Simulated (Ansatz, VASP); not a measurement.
**BAs: VASP beside Ansatz**

```xyz
2
Lattice="0.0000 2.4199 2.4199 2.4199 0.0000 2.4199 2.4199 2.4199 0.0000" Properties=species:S:1:pos:R:3 pbc="T T T"
As    3.6299    3.6299    3.6299
B     0.0000    0.0000    0.0000
```

Change from the starting cell: volume scaled by 1.04.

Alike in both runs: task single point; functional PBEsol; k mesh 10 × 10 × 10; occupations fermi-dirac, width 0.15 eV; collinear spin.

```csv
,VASP,Ansatz
version,VASP 6.6.1,Ansatz 0.2.0
potentials or method,"VASP PAW PBE potentials, release 64 (As, B), cutoff 520 eV","all-electron LAPW, inner shells corrected to Dirac's equation"
```

```csv
,VASP,Ansatz,Ansatz less VASP
gap on the k mesh at the Fermi level (eV),1.11,1.12,+0.010
least direct gap on the mesh (eV),3.19,3.20,+0.006
pressure (GPa),-5.0,-5.8,-0.74
net moment per atom (μB),0.00,0.00,0.000
```

Ansatz ran all-electron here, so the differences hold the error of VASP's frozen core and of both bases.

Caveats: the PAW data sets were made with another functional, which shifts forces and pressure a little (VASP); the starting moments weren't kept (Ansatz). A k mesh can miss the band edges.
